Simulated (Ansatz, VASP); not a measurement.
## Fe (Fe wire along [110], 4 atoms a period) in two plane-wave programs

Wanted: the spread between two codes on one cell, functional and k mesh. The structure shown is the start of the Ansatz relaxation below; VASP solves that cell, so the two are compared at the walk's first step.

Calculated with Ansatz 0.2.0; plane waves, with VASP 6.6.1 beside it; single point at PBE.

### 1. Starting point

The cell holds 4 atoms: 4 Fe. Cell: a = 8.215 Å, b = 8.801 Å, c = 4.002 Å, α = 90.0°, β = 90.0°, γ = 90.0°. Vacuum lies along a and b. The structure's axis is c.

### 2. Ansatz: relaxation, PBE

Ansatz runs on its default PAW (the set named soft_2) files.

The two programs are compared at the cell with which this relaxation starts, whose forces are those of its first step.

input.yaml

```yaml
crystal:
  lattice:
    - [8.215, 0.0, 0.0]
    - [0.0, 8.801, 0.0]
    - [0.0, 0.0, 4.0022243815]
  atoms:
    - { symbol: Fe, position: [0.413877054, 0.386319736, 0.0], spin: 2.4 }
    - { symbol: Fe, position: [0.413877054, 0.613693011, 0.5], spin: 2.4 }
    - { symbol: Fe, position: [0.586122946, 0.386319736, 0.5], spin: 2.4 }
    - { symbol: Fe, position: [0.586122946, 0.613693011, 0.0], spin: 2.4 }
magnetization:
  spin_polarized: true
kpoints:
  mp_grid: { grid: [1, 1, 20] }
scf:
  occupations: { method: fermi_dirac, width: 0.05 }
hamiltonian:
  xc: pbe
relax:
  cell: { fix: [a, b, alpha, beta, gamma] }
  max_steps: 60
```

Run with:

```console
> ansatz run input.yaml --threads 8 --pin off --max-ram 16384MiB --backend cpu --events-out ev --progress --plain --runs-dir out
```

Numbers of over 12 decimals in the logs are rounded to 6 here.

Output:

```text
Engine: ansatz 0.2.0, aarch64-unknown-linux-gnu
Pseudopotentials: kind: paw
Pseudopotential: Fe, paw, valence charge 16, recommended cutoff 420 eV (normal), Fe.paw.azcp
Functional definition: PBE
  parameter kappa = 0.804
  parameter beta = 0.066725
  exchange = pbe_x(kappa = kappa, mu = beta*pi^2/3)
  correlation = pbe_c(beta = beta)
Crystal: 4 atoms, lattice volume = 289.362 Å³
Basis set: ecut = 420 eV, 5635 PW (Γ), exchange–correlation on 120×120×54 points (8 copies of the dense FFT grid, shifted against one another)
Bands: 45, of which v1, the nominal top of the filled ones, is band 32 counted from 1 (31 counted from 0)
Symmetry: 8 space group operations
Space group: Pccm (ITA 49), of the structure as read, at distance tolerance 6.6e-5 Å
Magnetic group: BNS 49.265 (UNI 363), of the structure as read, at distance tolerance 6.6e-5 Å
k-points: 11 of 20
Non-local potential: Fe, projectors of the file, l = 0: 3, l = 1: 2, l = 2: 3, l = 3: 1
PAW form: soft (Blöchl's): semilocal exchange-correlation on the pseudo side does not see the compensation charge
PAW one-centre angular grid: Fe, 590 points (default); XC on 64 Gauss nodes
Initial density: superposition of atomic densities (neutral atoms: chi_scale 0, normalization atom)
Starting moments: Σ|m| = 9.6 μB on 4 of 4 sites
Initial wavefunctions: pseudopotential atomic-orbital guess
Functional: x = pbe(κ = 0.804, μ = 0.219515), c = pbe(β = 0.066725)
SCF iter   1: F=—  HF=-17910.625057 eV  |F-HF|=—  |Δ(HF+E_count)|=         —  Δρ=3.93e-2 (↑3.93e-2 ↓2.59e-2)  dr2=1.13e1  dr2_m=2.12e0  M=11.040 μB ∫|m|=11.160 μB  β_m=0.30  ethr=3.10e-3  ⟨swp⟩=7.6  Hψ=4327  notcnv=0  defer=4
Mixer restart at iter 1: flushing history
preconditioner: auto → LDOS  [metal: Δε(μ)=0.008 eV  Ē_g=4.011 eV  σ=0.050 eV  W_gap=0.04  n_scr=42 (ndim 8)  ℏωp=12.3 eV  f_vac=0.598  D(μ)=10.16/eV (n_scr^D=78)]
spin=Collinear: LDOS preconditioning applied to the charge; magnetization (m = ρ↑ − ρ↓) channel mixes plain (no charge-response kernel on spin).
SCF iter   2: F=—  HF=-17910.837950 eV  |F-HF|=—  |Δ(HF+E_count)|=   2.13e-1  Δρ=3.04e-2 (↑3.04e-2 ↓2.32e-2)  dr2=3.23e0  dr2_m=1.69e0  M=11.735 μB ∫|m|=11.878 μB  β_m=0.56  ethr=3.10e-3  ⟨swp⟩=3.0  Hψ=1878  notcnv=0  defer=38
SCF iter   3: F=—  HF=-17913.293276 eV  |F-HF|=—  |Δ(HF+E_count)|=    2.46e0  Δρ=1.26e-2 (↑8.28e-3 ↓1.26e-2)  dr2=1.03e-1  dr2_m=2.69e-1  M=12.785 μB ∫|m|=13.079 μB  β_m=0.72  ethr=3.10e-3  ⟨swp⟩=3.5  Hψ=1817  notcnv=0  defer=37
SCF iter   4: F=—  HF=-17913.594753 eV  |F-HF|=—  |Δ(HF+E_count)|=         —  Δρ=5.94e-3 (↑5.94e-3 ↓1.99e-3)  dr2=7.46e-2  dr2_m=2.93e-2  M=12.945 μB ∫|m|=13.355 μB  β_m=0.72  ethr=1.61e-4  ⟨swp⟩=3.6  Hψ=2158  notcnv=0  defer=45
Mixer restart at iter 4: flushing history
SCF iter   5: F=—  HF=-17913.599421 eV  |F-HF|=—  |Δ(HF+E_count)|=   4.67e-3  Δρ=4.18e-3 (↑2.20e-3 ↓4.18e-3)  dr2=8.15e-2  dr2_m=3.60e-3  M=13.016 μB ∫|m|=13.454 μB  β_m=0.61  ethr=1.16e-4  ⟨swp⟩=2.6  Hψ=1910  notcnv=0  defer=45
SCF iter   6: F=—  HF=-17913.580322 eV  |F-HF|=—  |Δ(HF+E_count)|=   1.91e-2  Δρ=1.77e-3 (↑1.77e-3 ↓7.10e-4)  dr2=3.55e-3  dr2_m=3.20e-3  M=12.997 μB ∫|m|=13.438 μB  β_m=0.69  ethr=1.16e-4  ⟨swp⟩=2.5  Hψ=1913  notcnv=0  defer=54
SCF iter   7: F=—  HF=-17913.580750 eV  |F-HF|=—  |Δ(HF+E_count)|=   4.28e-4  Δρ=4.68e-4 (↑3.20e-4 ↓4.68e-4)  dr2=1.44e-3  dr2_m=2.93e-4  M=13.018 μB ∫|m|=13.473 μB  β_m=0.61  ethr=5.55e-6  ⟨swp⟩=2.5  Hψ=1756  notcnv=0  defer=54
SCF iter   8: F=—  HF=-17913.580595 eV  |F-HF|=—  |Δ(HF+E_count)|=   1.56e-4  Δρ=6.96e-5 (↑5.34e-5 ↓6.96e-5)  dr2=1.92e-5  dr2_m=6.68e-6  M=13.021 μB ∫|m|=13.480 μB  β_m=0.66  ethr=2.24e-6  ⟨swp⟩=2.0  Hψ=1468  notcnv=0  defer=54
SCF iter   9: F=—  HF=-17913.580541 eV  |F-HF|=—  |Δ(HF+E_count)|=   5.32e-5  Δρ=2.95e-5 (↑2.21e-5 ↓2.95e-5)  dr2=1.78e-6  dr2_m=1.18e-6  M=13.022 μB ∫|m|=13.482 μB  β_m=0.76  ethr=2.99e-8  ⟨swp⟩=2.3  Hψ=1567  notcnv=0  defer=55
SCF iter  10: F=—  HF=-17913.580544 eV  |F-HF|=—  |Δ(HF+E_count)|=   2.65e-6  Δρ=9.41e-6 (↑3.30e-6 ↓9.41e-6)  dr2=1.20e-7  dr2_m=6.77e-8  M=13.023 μB ∫|m|=13.483 μB  β_m=0.87  ethr=2.79e-9  ⟨swp⟩=2.5  Hψ=1800  notcnv=0  defer=54
SCF iter  11: F=-17913.580544 eV  HF=-17913.580544 eV  |F-HF|=1.12e-8  |Δ(HF+E_count)|=   1.42e-7  Δρ=2.28e-6 (↑2.28e-6 ↓1.77e-6)  dr2=1.79e-8  dr2_m=5.16e-9  M=13.023 μB ∫|m|=13.483 μB  ethr=1.56e-10  ⟨swp⟩=1.7  Hψ=3326  notcnv=0
SCF 1 converged in 11 iterations: F = -17913.580544 eV  dr2 = 1.79e-8
  greatest PAW one-centre occupation: 1.003 electrons in one spin orbital (limit 2), on the Fe atom at site 3 (counted from 0), in its partial waves of l = 1
relax step   1: F+E_penalty+E_count = -17913.58054427 eV  Δ(F+E_penalty+E_count) = +0.000e0 eV  max|allowed force component| = 1.234e0 eV/Å  Δτ_max = 0.0000 Å  P = -2.451 GPa  Ω = 289.362 Å³  fix = [a, b, alpha, beta, gamma]  reactions: a -0.267, b -2.531 GPa  (11 SCF iters, dr2 threshold 1.00e-7 eV, accepted)
[...]
relax step  12: F+E_penalty+E_count = -17916.01371246 eV  Δ(F+E_penalty+E_count) = +7.101e-6 eV  max|allowed force component| = 1.246e-2 eV/Å  Δτ_max = 0.0016 Å  P = +0.157 GPa  Ω = 195.364 Å³  fix = [a, b, alpha, beta, gamma]  (7 SCF iters, dr2 threshold 7.42e-9 eV, rejected (line search))
[...]
relax step  13: F+E_penalty+E_count = -17916.01374079 eV  Δ(F+E_penalty+E_count) = -2.123e-5 eV  max|allowed force component| = 5.994e-4 eV/Å  Δτ_max = 0.0008 Å  P = +0.189 GPa  Ω = 195.364 Å³  fix = [a, b, alpha, beta, gamma]  reactions: a +0.347, b +0.224 GPa  (10 SCF iters, accepted)
[...]
relax step  14: F+E_penalty+E_count = -17916.01374079 eV  Δ(F+E_penalty+E_count) = +3.638e-12 eV  max|allowed force component| = 5.972e-4 eV/Å  Δτ_max = 0.0000 Å  P = +0.189 GPa  Ω = 195.364 Å³  fix = [a, b, alpha, beta, gamma]  reactions: a +0.347, b +0.224 GPa  stress off target by 5.94e-3 GPa on what of the cell is left free  SCF on the basis re-selected at this cell (its energy is not comparable with the rows above)  (6 SCF iters)
basis re-selected at this cell: Δ(F+E_penalty+E_count) = +3.638e-12 eV, ΔP = +0.000 GPa vs the last step (what re-selecting the basis moved, of the pressure what is left beyond the Pulay correction that the steps carried, after the strain that the cell walked since its last selection, with what the two solves' SCF thresholds leave and, on support functions, any second-order correction that the steps lacked; it is no  [...]
SCF converged after 6 iterations
Magnetization: 11.9959 μB (37.9980 up, 26.0020 down)
Absolute magnetization: 12.3138 μB (∫|ρ↑−ρ↓|, with the PAW one-centre terms)
Spin contamination: 0.1448 ħ² per cell (⟨S²⟩ above its minimum at these occupations)
Per-site moments (μB) at R_I (Å): [(2.769091, 0.972123), (2.769091, 0.972123), (2.769091, 0.972123), (2.769091, 0.972123)]
Free energy (F): -17916.013741 eV
Harris-Foulkes:  -17916.013741 eV  (|F-HF|=3.64e-12)
Internal energy: -17916.000679 eV  (E = F + TS)
E sigma→0 (E₀):  -17916.007210 eV
Entropy (-TS):   -0.013062 eV (-3.265 meV/atom)
Fermi energy:    1.727578 eV
--- Per-component energies (eV) ---
  E_band       = -1929.671168
  E_kinetic    = 1394.511668
  E_local      = -28194.941122  (includes V_loc(G=0)·N_el)
  E_nonlocal   = 897.036016
  E_hartree    = 12895.390050
  E_xc         = -461.838631
  E_vxc        = -593.797904  (∫ρ·V_xc dr)
  E_paw        = -5481.569757  (= ΣΔE_a)
  E_vpaw       = -1223.263601  (= ΣTr[D̂ρ^β])
  E_aug_tail   = 0.003611  (compensation charges beyond the density's cutoff)
  E_ewald      = 1035.407486
  E_smearing   = -0.013062  (= −TS)
  E_closure    = -0.000000  (closes the sum)
  Σ components = -17916.013741   (vs F -17916.013741, Δ=0.00e0)
--- Forces (eV/Å), atoms counted from 1 ---
  atom   1  Fe     0.00034822     0.00059723     0.00000000
  atom   2  Fe     0.00034822    -0.00059723     0.00000000
  atom   3  Fe    -0.00034822     0.00059723     0.00000000
  atom   4  Fe    -0.00034822    -0.00059723     0.00000000
  max |Σ_I F_I| component: 1.08e-19 eV/Å
--- Stress (GPa, compression-positive) ---
        0.346982       0.000000       0.000000
        0.000000       0.224472       0.000000
        0.000000       0.000000      -0.005937
  P = ⅓ Tr σ = 0.1885 GPa (1.885 kbar)
--- Relaxed structure (12 steps of the walk, 11 accepted, 2 SCFs on fresh bases) ---
  F+E_penalty+E_count = -17916.01374079 eV   max|allowed force component| = 5.972e-4 eV/Å   (the final SCF, on the basis selected at the relaxed cell)
  cell:  # Å, volume = 195.3641 Å³
    - [8.215, 0.0, 0.0]
    - [0.0, 8.801, 0.0]
    - [0.0, 0.0, 2.702123]
  atoms:
    - { symbol: Fe, position: [0.382475, 0.390187, 0.0] }
    - { symbol: Fe, position: [0.382475, 0.609826, 0.5] }
    - { symbol: Fe, position: [0.617525, 0.390187, 0.5] }
    - { symbol: Fe, position: [0.617525, 0.609826, 0.0] }
```

The column dr2 measures how far the density is from self-consistency, as an energy; F and HF (Harris–Foulkes) agree once it is small.

### 3. VASP: single point, PBE, start cell

The same cell, functional, mesh and smearing now go to VASP, with its own data sets.

Lines of VASP's logs that name or quote its potential files are left out, and so is its time.

INCAR

```
SYSTEM = Fe
PREC = Accurate
ENCUT = 520
EDIFF = 1E-06
NELM = 200
ISMEAR = -1
SIGMA = 0.05
LREAL = .FALSE.
ALGO = Normal
GGA = PE
NBANDS = 31
ISPIN = 2
MAGMOM = 2.77 2.77 2.77 2.77
LASPH = .TRUE.
LMAXMIX = 4
LORBIT = 11
LWAVE = .FALSE.
LCHARG = .FALSE.
ISIF = 2
GGA_COMPAT = .FALSE.
KPAR = 2
```

POSCAR

```
Fe
1.0
    8.2150000000      0.0000000000      0.0000000000
    0.0000000000      8.8010000000      0.0000000000
    0.0000000000      0.0000000000      4.0022240000
Fe
4
Direct
    0.4138770542      0.3863197364      0.0000000000
    0.4138770542      0.6136929894      0.5000000000
    0.5861229458      0.3863197364      0.5000000000
    0.5861229458      0.6136929894      0.0000000000
```

KPOINTS

```
Automatic mesh
0
Gamma
1 1 20
0 0 0
```

Potentials, in the order of the species: Fe (PBE family, release 64).

Run with:

```console
> mpirun -np 2 vasp_std
```

Output:

```text
[banner, memory and clock lines left out]
running    2 mpi-ranks, on    1 nodes
 distrk:  each k-point on    1 cores,    2 groups
 distr:  one band on    1 cores,    1 groups

 POSCAR found type information on POSCAR Fe
 POSCAR found :  1 types and       4 ions
 LDA part: xc-table for (Slater+PW92), standard interpolation
 POSCAR, INCAR and KPOINTS ok, starting setup
 FFT: planning ... GRIDC
 FFT: planning ... GRID_SOFT
 FFT: planning ... GRID
 WAVECAR not read
 entering main loop
       N       E                     dE             d eps       ncg     rms          rms(c)
DAV:   1     0.188790243285E+03    0.18879E+03   -0.10832E+04  1364   0.819E+02
DAV:   2    -0.173243445817E+02   -0.20611E+03   -0.17952E+03  1364   0.203E+02
DAV:   3    -0.260951404681E+02   -0.87708E+01   -0.83984E+01  1611   0.566E+01
DAV:   4    -0.262941804729E+02   -0.19904E+00   -0.19823E+00  1455   0.103E+01
DAV:   5    -0.262973674002E+02   -0.31869E-02   -0.31859E-02  1617   0.949E-01    0.169E+01
DAV:   6    -0.254798787869E+02    0.81749E+00   -0.23446E+01  1522   0.491E+01    0.124E+01
DAV:   7    -0.247520911613E+02    0.72779E+00   -0.37018E+00  1644   0.194E+01    0.623E+00
DAV:   8    -0.246819945158E+02    0.70097E-01   -0.32155E-01  1461   0.360E+00    0.264E+00
DAV:   9    -0.246865386510E+02   -0.45441E-02   -0.21708E-01  1512   0.423E+00    0.121E+00
DAV:  10    -0.247124763084E+02   -0.25938E-01   -0.53264E-02  1516   0.142E+00    0.393E-01
DAV:  11    -0.247145137481E+02   -0.20374E-02   -0.71850E-03  1407   0.762E-01    0.171E-01
DAV:  12    -0.247160978275E+02   -0.15841E-02   -0.12651E-03  1392   0.187E-01    0.942E-02
DAV:  13    -0.247168774551E+02   -0.77963E-03   -0.10118E-03  1378   0.219E-01    0.444E-02
DAV:  14    -0.247177977775E+02   -0.92032E-03   -0.73843E-04  1410   0.150E-01    0.342E-02
DAV:  15    -0.247184845440E+02   -0.68677E-03   -0.32185E-04  1380   0.840E-02    0.171E-02
DAV:  16    -0.247187308941E+02   -0.24635E-03   -0.87102E-05  1385   0.411E-02    0.917E-03
DAV:  17    -0.247187388235E+02   -0.79294E-05   -0.28682E-05  1362   0.229E-02    0.500E-03
DAV:  18    -0.247187212988E+02    0.17525E-04   -0.80566E-06  1334   0.122E-02    0.244E-03
DAV:  19    -0.247187187488E+02    0.25500E-05   -0.18540E-06  1230   0.608E-03    0.198E-03
DAV:  20    -0.247187186507E+02    0.98050E-07   -0.37418E-07  1101   0.333E-03
   1 F= -.24718719E+02 E0= -.24707454E+02  d E =-.225288E-01  mag=    12.9771
```

[end of part 1 of 2]

[Lines on the potential files, build, host, timing and source positions are cut from VASP's logs without a mark.]

[Logs are printed without paths, hosts, clocks, repeated set-up lines and the standing remarks that a program may print on its own settings, such as how far it seeks lower states.]

[Hosts, paths, dates, database ids (printed as entryN), source tags and the programs' standing remarks are cut or masked in the printed files.]
